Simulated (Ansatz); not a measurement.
# Te2Mo in Ansatz: a series of runs

One slab, Te2Mo, is run at these levels: LDA, PBEsol+D4; tasks: relaxation of cell and atoms.

All numbers are computed with Ansatz 0.2.0; they aren't measurements. Logs are shortened: lines on timing, memory, paths and dates and some standing lists are left out, and cuts for length are marked.

### 1 The structure

The cell holds a slab with vacuum, 6 atoms: a = 6.362 Å, b = 3.480 Å, c = 36.176 Å, α = 90.00°, β = 90.14°, γ = 90.00°.

### 2 Relaxation of cell and atoms, LDA

Input file input.yaml:

```yaml
crystal:
  lattice:
    - [6.3616090156, 0.0, 0.0]
    - [0.0, 3.48040306, 0.0]
    - [-0.0857412231, 0.0, 36.1758904685]
  atoms:
    - { symbol: Te, position: [0.4292511, 0.75, 0.54070358] }
    - { symbol: Te, position: [0.5707489, 0.25, 0.45929642] }
    - { symbol: Te, position: [0.92084787, 0.25, 0.55652732] }
    - { symbol: Te, position: [0.07915213, 0.75, 0.44347268] }
    - { symbol: Mo, position: [0.18134756, 0.25, 0.49746537] }
    - { symbol: Mo, position: [0.81865244, 0.75, 0.50253463] }
hamiltonian:
  xc: lda
  pseudopotentials: { kind: paw }
kpoints:
  mp_grid: { grid: [4, 8, 1] }
scf:
  occupations: { method: fermi_dirac, width: 0.05 }
output:
  forces: true
  stress: true
relax:
  f_tol: 0.01
  max_steps: 40
  cell: { stress_tol: 0.05 }
```

Potentials or basis: Ansatz PAW.

Launch:

```
$ ansatz run input.yaml --threads 2 --pin off --max-ram 5120MiB --backend cpu --events-out ev --progress --plain --runs-dir out
```

What it wrote:

```text
Warning: RAYON_NUM_THREADS=2 ignored (pool sized by the plan → 2); use --threads N
Engine: ansatz 0.2.0, aarch64-unknown-linux-gnu
Pseudopotentials: kind: paw
Pseudopotential: Te, paw, valence charge 16, recommended cutoff 420 eV (normal), Te.paw.azcp
Pseudopotential: Mo, paw, valence charge 14, recommended cutoff 420 eV (normal), Mo.paw.azcp
Functional definition: SPW92
  exchange = slater_x
  correlation = pw_c
Crystal: 6 atoms, lattice volume = 800.969 Å³
Basis set: ecut = 420 eV, 15635 PW (Γ)
Bands: 56, of which v1, the nominal top of the filled ones, is band 46 counted from 1 (45 counted from 0)
Symmetry: 4 space group operations
Space group: P21/m (ITA 11), of the structure as read, at distance tolerance 9.3e-5 Å
k-points: 15 of 32
Non-local potential: Te, projectors of the file, l = 0: 2, l = 1: 2, l = 2: 2, l = 3: 2
Non-local potential: Mo, projectors of the file, l = 0: 3, l = 1: 2, l = 2: 2, l = 3: 1
PAW form: soft (Blöchl's): semilocal exchange-correlation on the pseudo side does not see the compensation charge
PAW frozen core: Te, regenerated for the run's functional, and the local potential with it (the file was generated under x = pbe(κ = 0.804, μ = 0.2195149727645171), c = pbe(β = 0.06672455060314922))
PAW frozen core: Mo, regenerated for the run's functional, and the local potential with it (the file was generated under x = pbe(κ = 0.804, μ = 0.2195149727645171), c = pbe(β = 0.06672455060314922))
PAW one-centre angular grid: Te, 590 points (default); XC on 64 Gauss nodes
PAW one-centre angular grid: Mo, 590 points (default); XC on 64 Gauss nodes
Initial density: superposition of atomic densities (neutral atoms: chi_scale 0, normalization atom), corrected by the library's trained network
Initial wavefunctions: pseudopotential atomic-orbital guess
Functional: x = slater, c = lda
SCF iter   1: F=—  HF=-36995.743127 eV  |F-HF|=—  |Δ(HF+E_count)|=         —  Δρ=3.92e-3  dr2=2.15e-1  ethr=1.77e-3  ⟨swp⟩=11.7  Hψ=3834  notcnv=0  defer=7
preconditioner: auto → LDOS  [metal: Δε(μ)=0.146 eV  Ē_g=7.190 eV  σ=0.050 eV  W_gap=0.46  n_scr=72 (ndim 8)  ℏωp=7.9 eV  f_vac=0.785  D(μ)=0.98/eV (n_scr^D=4)  β→1.0]
SCF iter   2: F=—  HF=-36995.852251 eV  |F-HF|=—  |Δ(HF+E_count)|=   1.09e-1  Δρ=6.22e-3  dr2=1.26e0  ethr=2.34e-4  ⟨swp⟩=4.9  Hψ=1893  notcnv=0  defer=30  recentre
SCF iter   3: F=—  HF=-36995.726233 eV  |F-HF|=—  |Δ(HF+E_count)|=   1.26e-1  Δρ=1.99e-3  dr2=6.04e-2  ethr=2.34e-4  ⟨swp⟩=3.2  Hψ=1257  notcnv=0  defer=30
SCF iter   4: F=—  HF=-36995.722169 eV  |F-HF|=—  |Δ(HF+E_count)|=   4.06e-3  Δρ=2.00e-4  dr2=4.70e-4  ethr=6.57e-5  ⟨swp⟩=1.7  Hψ=950  notcnv=0  defer=30
SCF iter   5: F=—  HF=-36995.722289 eV  |F-HF|=—  |Δ(HF+E_count)|=   1.20e-4  Δρ=6.24e-5  dr2=4.51e-5  ethr=5.11e-7  ⟨swp⟩=4.0  Hψ=1787  notcnv=0  defer=30
SCF iter   6: F=—  HF=-36995.722470 eV  |F-HF|=—  |Δ(HF+E_count)|=   1.81e-4  Δρ=2.29e-5  dr2=7.27e-6  ethr=4.90e-8  ⟨swp⟩=2.4  Hψ=1334  notcnv=0  defer=30
SCF iter   7: F=—  HF=-36995.722470 eV  |F-HF|=—  |Δ(HF+E_count)|=   2.84e-7  Δρ=4.91e-6  dr2=3.31e-7  ethr=7.90e-9  ⟨swp⟩=2.0  Hψ=1028  notcnv=0  defer=30
SCF iter   8: F=-36995.722470 eV  HF=-36995.722470 eV  |F-HF|=1.01e-8  |Δ(HF+E_count)|=   2.91e-8  Δρ=1.78e-6  dr2=2.61e-8  ethr=1.09e-10  ⟨swp⟩=6.0  Hψ=2981  notcnv=0
SCF 1 converged in 8 iterations: F = -36995.722470 eV  dr2 = 2.61e-8
relax step   1: F+E_penalty+E_count = -36995.72246999 eV  Δ(F+E_penalty+E_count) = +0.000e0 eV  max|allowed force component| = 4.810e-1 eV/Å  Δτ_max = 0.0000 Å  P = -0.888 GPa  Ω = 800.969 Å³  (8 SCF iters, dr2 threshold 1.00e-7 eV, accepted)
Crystal: 6 atoms, lattice volume = 751.468 Å³
Basis set: ecut = 420 eV, 14759 PW (Γ)
Initial density: handed on by an earlier stage of this run
Initial wavefunctions: those handed on with the density
iter 1 solved again at ethr=7.04e-4 eV; its pass at ethr=3.10e-3 eV (dr2=6.48e-1 eV) is discarded
SCF iter   1: F=—  HF=-36995.711295 eV  |F-HF|=—  |Δ(HF+E_count)|=         —  Δρ=4.97e-3  dr2=6.50e-1  ethr=7.04e-4  ⟨swp⟩=2.5  Hψ=4376  notcnv=0
[... 55 lines left out ...]
SCF iter   3: F=—  HF=-36995.853729 eV  |F-HF|=—  |Δ(HF+E_count)|=   2.13e-5  Δρ=7.40e-5  dr2=1.76e-4  ethr=3.62e-7  ⟨swp⟩=2.0  Hψ=1034  notcnv=0
SCF iter   4: F=—  HF=-36995.853709 eV  |F-HF|=—  |Δ(HF+E_count)|=   2.07e-5  Δρ=2.57e-5  dr2=1.64e-5  ethr=1.92e-7  ⟨swp⟩=1.3  Hψ=848  notcnv=0
SCF iter   5: F=—  HF=-36995.853890 eV  |F-HF|=—  |Δ(HF+E_count)|=   1.81e-4  Δρ=5.61e-6  dr2=8.07e-7  ethr=1.78e-8  ⟨swp⟩=2.0  Hψ=1090  notcnv=0
SCF iter   6: F=—  HF=-36995.853890 eV  |F-HF|=—  |Δ(HF+E_count)|=   1.03e-7  Δρ=1.15e-6  dr2=2.23e-8  ethr=8.78e-10  ⟨swp⟩=2.0  Hψ=1076  notcnv=0
SCF iter   7: F=-36995.853890 eV  HF=-36995.853890 eV  |F-HF|=2.76e-10  |Δ(HF+E_count)|=  5.82e-11  Δρ=3.29e-7  dr2=1.10e-9  ethr=2.06e-11  ⟨swp⟩=5.0  Hψ=2882  notcnv=0
SCF 6 converged in 7 iterations: F = -36995.853890 eV  dr2 = 1.10e-9
relax step   6: F+E_penalty+E_count = -36995.85388977 eV  Δ(F+E_penalty+E_count) = -4.385e-4 eV  max|allowed force component| = 1.623e-2 eV/Å  Δτ_max = 0.0050 Å  P = -0.011 GPa  Ω = 762.103 Å³  energy of the carried Pulay correction = +1.628e-3 eV  (7 SCF iters, dr2 threshold 1.89e-8 eV, accepted)
Crystal: 6 atoms, lattice volume = 761.508 Å³
Basis set: ecut = 420 eV, 14923 PW (Γ)
iter 1 solved again at ethr=3.46e-8 eV; its pass at ethr=3.10e-3 eV (dr2=3.18e-5 eV) is discarded
SCF iter   1: F=—  HF=-36995.853806 eV  |F-HF|=—  |Δ(HF+E_count)|=         —  Δρ=6.58e-5  dr2=3.68e-5  ethr=3.46e-8  ⟨swp⟩=3.1  Hψ=3738  notcnv=0
preconditioner: auto → LDOS  [metal: Δε(μ)=0.080 eV  Ē_g=7.422 eV  σ=0.050 eV  W_gap=0.38  n_scr=70 (ndim 8)  ℏωp=8.1 eV  f_vac=0.781  D(μ)=1.59/eV (n_scr^D=6)  β→1.0]
SCF iter   2: F=—  HF=-36995.853817 eV  |F-HF|=—  |Δ(HF+E_count)|=   1.16e-5  Δρ=5.29e-5  dr2=8.99e-5  ethr=3.46e-8  ⟨swp⟩=2.0  Hψ=1505  notcnv=0  recentre
SCF iter   3: F=—  HF=-36995.853801 eV  |F-HF|=—  |Δ(HF+E_count)|=   1.66e-5  Δρ=1.88e-5  dr2=1.14e-5  ethr=3.46e-8  ⟨swp⟩=2.0  Hψ=1464  notcnv=0
SCF iter   4: F=—  HF=-36995.853979 eV  |F-HF|=—  |Δ(HF+E_count)|=   1.79e-4  Δρ=3.69e-6  dr2=2.01e-7  ethr=1.24e-8  ⟨swp⟩=2.0  Hψ=994  notcnv=0
SCF iter   5: F=-36995.853979 eV  HF=-36995.853979 eV  |F-HF|=2.20e-9  |Δ(HF+E_count)|=   3.73e-8  Δρ=9.86e-7  dr2=7.72e-9  ethr=1.79e-11  ⟨swp⟩=3.7  Hψ=3867  notcnv=0
SCF 7 converged in 5 iterations: F = -36995.853979 eV  dr2 = 7.72e-9
relax step   7: F+E_penalty+E_count = -36995.85397934 eV  Δ(F+E_penalty+E_count) = -8.957e-5 eV  max|allowed force component| = 3.567e-3 eV/Å  Δτ_max = 0.0017 Å  P = -0.000 GPa  Ω = 761.508 Å³  energy of the carried Pulay correction = +1.653e-3 eV  (5 SCF iters, dr2 threshold 1.65e-8 eV, accepted)
Initial wavefunctions: pseudopotential atomic-orbital guess (no wavefunctions were taken with the density)
iter 1 solved again at ethr=5.53e-7 eV; its pass at ethr=3.10e-3 eV (dr2=5.09e-4 eV) is discarded
SCF iter   1: F=—  HF=-36995.852163 eV  |F-HF|=—  |Δ(HF+E_count)|=         —  Δρ=2.65e-5  dr2=8.40e-7  ethr=5.53e-7  ⟨swp⟩=4.0  Hψ=6357  notcnv=0
eigensolver tolerance schedule: the retry pair's looser diagonalisation over-reported the residual by 604.92 of it (diagonalisation noise at 0.12 of the residual, at the tolerance the schedule requests for it); recorded, not acted on — ethr = c·dr2/N_el stays at c = 1.0e-1
SCF iter   2: F=—  HF=-36995.852346 eV  |F-HF|=—  |Δ(HF+E_count)|=   1.84e-4  Δρ=8.41e-6  dr2=6.05e-7  ethr=9.13e-10  ⟨swp⟩=3.0  Hψ=1780  notcnv=0
SCF iter   3: F=—  HF=-36995.852346 eV  |F-HF|=—  |Δ(HF+E_count)|=   3.26e-7  Δρ=3.75e-6  dr2=3.66e-7  ethr=6.58e-10  ⟨swp⟩=2.0  Hψ=1501  notcnv=0
SCF iter   4: F=—  HF=-36995.852346 eV  |F-HF|=—  |Δ(HF+E_count)|=   3.89e-8  Δρ=1.07e-6  dr2=2.71e-8  ethr=3.98e-10  ⟨swp⟩=2.0  Hψ=981  notcnv=0
SCF iter   5: F=—  HF=-36995.852346 eV  |F-HF|=—  |Δ(HF+E_count)|=   5.94e-9  Δρ=2.42e-7  dr2=3.50e-10  ethr=2.94e-11  ⟨swp⟩=3.0  Hψ=1757  notcnv=0
SCF iter   6: F=—  HF=-36995.852346 eV  |F-HF|=—  |Δ(HF+E_count)|=  7.28e-11  Δρ=7.38e-8  dr2=6.24e-11  ethr=1.00e-12  ⟨swp⟩=6.0  Hψ=3292  notcnv=0
SCF iter   7: F=-36995.852346 eV  HF=-36995.852346 eV  |F-HF|=3.64e-11  |Δ(HF+E_count)|=  2.91e-11  Δρ=1.77e-8  dr2=3.52e-12  ethr=1.00e-12  ⟨swp⟩=5.0  Hψ=2712  notcnv=0
SCF 8 converged in 7 iterations: F = -36995.852346 eV  dr2 = 3.52e-12
relax step   8: F+E_penalty+E_count = -36995.85234588 eV  Δ(F+E_penalty+E_count) = +1.633e-3 eV  max|allowed force component| = 3.650e-3 eV/Å  Δτ_max = 0.0000 Å  P = -0.000 GPa  Ω = 761.508 Å³  stress off target by 1.62e-3 GPa  SCF on the basis re-selected at this cell (its energy is not comparable with the rows above)  (7 SCF iters)
basis re-selected at this cell: Δ(F+E_penalty+E_count) = +1.633e-3 eV, ΔP = -0.000 GPa vs the last step (what re-selecting the basis moved, of the pressure what is left beyond the Pulay correction that the steps carried, after the strain that the cell walked since its last selection, with what the two solves' SCF thresholds leave and, on support functions, any second-order correction that the steps lacked; it is no measure of the basis error at this ecutwfc). This SCF's stress stands 1.62e-3 GPa from its target on what of the cell is left free (relax.cell.stress_tol is 5.00e-2 GPa) and its largest allowed force component is 3.65e-3 eV/Å (relax.f_tol is 1.00e-2 eV/Å): within both
SCF converged after 7 iterations
Free energy (F): -36995.852346 eV
Harris-Foulkes:  -36995.852346 eV  (|F-HF|=3.64e-11)
Internal energy: -36995.839583 eV  (E = F + TS)
E sigma→0 (E₀):  -36995.845965 eV
Entropy (-TS):   -0.012763 eV (-2.127 meV/atom)
Fermi energy:    -1.371046 eV
--- Per-component energies (eV) ---
  E_band       = -2431.973966
  E_kinetic    = 1618.174304
  E_local      = -164385.768728  (includes V_loc(G=0)·N_el)
  E_nonlocal   = -920.864608
  E_hartree    = 81982.519556
  E_xc         = -863.154128
  E_vxc        = -880.611076  (∫ρ·V_xc dr)
  E_paw        = -24221.084299  (= ΣΔE_a)
  E_vpaw       = -1827.942040  (= ΣTr[D̂ρ^β])
  E_aug_tail   = -0.000762  (compensation charges beyond the density's cutoff)
  E_ewald      = 69790.678804
  E_core_change = 3.660277  (= ΣΔE_core)
  E_smearing   = -0.012763  (= −TS)
  E_closure    = 0.000000  (closes the sum)
  Σ components = -36995.852346   (vs F -36995.852346, Δ=0.00e0)
--- Forces (eV/Å), atoms counted from 1 ---
  atom   1  Te    -0.00154928     0.00000000     0.00365019
  atom   2  Te     0.00154928    -0.00000000    -0.00365019
  atom   3  Te    -0.00051019     0.00000000    -0.00065127
  atom   4  Te     0.00051019    -0.00000000     0.00065127
  atom   5  Mo    -0.00277228     0.00000000    -0.00032621
  atom   6  Mo     0.00277228    -0.00000000     0.00032621
  max |Σ_I F_I| component: 0.00e0 eV/Å
--- Stress (GPa, compression-positive) ---
       -0.000429      -0.000000      -0.001323
       -0.000000      -0.001538      -0.000000
       -0.001323      -0.000000       0.000761
  P = ⅓ Tr σ = -0.0004 GPa (-0.004 kbar)
--- Relaxed structure (7 steps of the walk, 6 accepted, 1 SCFs on fresh bases) ---
  F+E_penalty+E_count = -36995.85234588 eV   max|allowed force component| = 3.650e-3 eV/Å   (the final SCF, on the basis selected at the relaxed cell)
  cell:  # Å, volume = 761.5082 Å³
    - [6.2747707657902305, 0.0, 0.004941827618869909]
    - [0.0, 3.35924313243496, 0.0]
    - [-0.056468655114707764, 0.0, 36.12723739072689]
  atoms:
    - { symbol: Te, position: [0.43210519334811337, 0.75, 0.5407074852134306] }
    - { symbol: Te, position: [0.5678948066518865, 0.24999999999999997, 0.45929251478656946] }
    - { symbol: Te, position: [0.9220500540722569, 0.24999999999999997, 0.5565011387027701] }
    - { symbol: Te, position: [0.07794994592774303, 0.75, 0.4434988612972301] }
    - { symbol: Mo, position: [0.18273572548285408, 0.24999999999999997, 0.4977281011499815] }
    - { symbol: Mo, position: [0.8172642745171459, 0.75, 0.5022718988500185] }
```

Run time: 2 min. Hardware: 2 threads of Arm Neoverse V1, shared host; peak memory 1.1 GiB.

Results:

```
Free energy                            : -36995.8523 eV
Relaxed volume                         : 126.92 Å³/atom
Relaxed cell                           : a = 6.275 Å, b = 3.359 Å, c = 36.127 Å, α = 90.00°, β = 90.04°, γ = 90.00°
Space group after relaxing (to 0.05 Å) : P2_1/m (No. 11)
Energy gained by relaxing              : 21.6 meV/atom
Ionic steps                            : 7
Largest force after relaxing           : 0.004 eV/Å
```

Forces in eV/Å, atoms in the order of the input:
```
Te  -0.002  0.000  0.004
Te   0.002  0.000 -0.004
Te  -0.001  0.000 -0.001
Te   0.001  0.000  0.001
Mo  -0.003  0.000  0.000
Mo   0.003  0.000  0.000
```

The path:
| step | energy change (eV) | largest force (eV/Å) | volume (Å³) |
| --- | --- | --- | --- |
| 1 | 0.0000 | 0.4810 | 800.97 |
| 2 | -0.1140 | 0.1118 | 776.52 |
| 3 | -0.1302 | 0.0418 | 761.49 |
| 4 | -0.1310 | 0.0178 | 762.17 |
| 5 | -0.1314 | 0.0217 | 762.10 |
| 6 | -0.1315 | 0.0039 | 761.51 |
| 7 | -0.1299 | 0.0040 | 761.51 |

Final structure:
```xyz
6
Lattice="6.2748 0.0000 0.0049 0.0000 3.3592 0.0000 -0.0565 0.0000 36.1272" Properties=species:S:1:pos:R:3 pbc="T T T"
Te    2.6808    2.5194   19.5364
Te    3.5375    0.8398   16.5958
Te    5.7542    0.8398   20.1094
Te    0.4641    2.5194   16.0228
Mo    1.1185    0.8398   17.9824
Mo    5.0998    2.5194   18.1497
```

Caveat: the plane-wave basis is chosen anew once the cell has moved, so the energies of steps on either side of that aren't comparable; the PAW data sets come from PBE, with cores solved anew for the run's functional, which leaves a small shift of forces and pressure.

### 3 Relaxation of cell and atoms, PBEsol+D4

input.yaml: that of step 2 with these lines changed.

```diff
@@ -13,4 +13,5 @@
 hamiltonian:
-  xc: lda
+  xc: pbesol
   pseudopotentials: { kind: paw }
+  dispersion: d4
 kpoints:
```

Potentials or basis: Ansatz PAW.

Launch:

```
$ ansatz run input.yaml --threads 2 --pin off --max-ram 5120MiB --backend cpu --events-out ev --progress --plain --runs-dir out
```

Wall time 2 min (2 threads of Arm Neoverse V1, shared host); peak memory 1.2 GiB.

It converged, with:

| Item | Value |
| --- | --- |
| Free energy | -37403.7999 eV |
| Relaxed volume | 128.78 Å³/atom |
| Relaxed cell | a = 6.265 Å, b = 3.410 Å, c = 36.175 Å, α = 90.00°, β = 90.10°, γ = 90.00° |
| Space group after relaxing (to 0.05 Å) | P2_1/m (No. 11) |
| Energy gained by relaxing | 16.7 meV/atom |
| Ionic steps | 4 |
| Largest force after relaxing | 0.011 eV/Å |

Forces on the atoms (eV/Å):
```
Te   0.006  0.000 -0.009
Te  -0.006  0.000  0.009
Te   0.002  0.000  0.005
Te  -0.002  0.000 -0.005
Mo   0.005  0.000 -0.004
Mo  -0.005  0.000  0.004
```

Step by step:
```csv
step,energy change (eV),largest force (eV/Å),volume (Å³)
1,0.0000,0.2958,800.97
2,-0.0967,0.0811,776.77
3,-0.1013,0.0111,772.67
4,-0.1002,0.0110,772.67
```

Final structure:
```
CELL_PARAMETERS angstrom
6.26466 0.00000 0.00182
0.00000 3.40953 0.00000
-0.07411 0.00000 36.17449
ATOMIC_POSITIONS crystal
Te 0.43104 0.75000 0.54083
Te 0.56896 0.25000 0.45917
Te 0.92112 0.25000 0.55663
Te 0.07888 0.75000 0.44337
Mo 0.18256 0.25000 0.49759
Mo 0.81744 0.75000 0.50241
```

Caveat: the plane-wave basis is chosen anew once the cell has moved, so the energies of steps on either side of that aren't comparable; the PAW data sets come from PBE, with cores solved anew for the run's functional, which leaves a small shift of forces and pressure. Spin-orbit coupling is left out, which matters for the levels of Te.
